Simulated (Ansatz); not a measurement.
AlRu: single point with PBE

Crystal: AlRu.

```
CELL_PARAMETERS angstrom
2.99160 0.00000 0.00000
0.00000 2.99160 0.00000
0.00000 0.00000 2.99160
ATOMIC_POSITIONS crystal
Ru 0.50000 0.50000 0.50000
Al 0.00000 0.00000 0.00000
```

- Program: Ansatz 0.2.0
- Task: single point
- Functional: PBE
- Potentials or basis: Ansatz PAW
- Cutoff: 420 eV (not typed: the program's choice for these potentials)
- k mesh: 9 × 9 × 9
- Occupations: gaussian, width 0.017 eV
- Spin: no spin polarisation

| Item | Value |
| --- | --- |
| Pressure | 2.5 GPa |
| Band gap on the k mesh | none (metal or under the smearing width) |

Levels at points of the mesh, in eV from the Fermi level:
```
           k point  band 8  band 9  band 10  band 11  band 12  band 13
(0.00, 0.00, 0.00)    0.25    0.25     0.25     6.18     6.18     6.18
```

Run time: 1.4 s on 2 threads of Intel(R) Xeon(R) Processor @ 2.50GHz (Skylake/Cascade Lake) (shared host), peak memory 0.3 GiB.
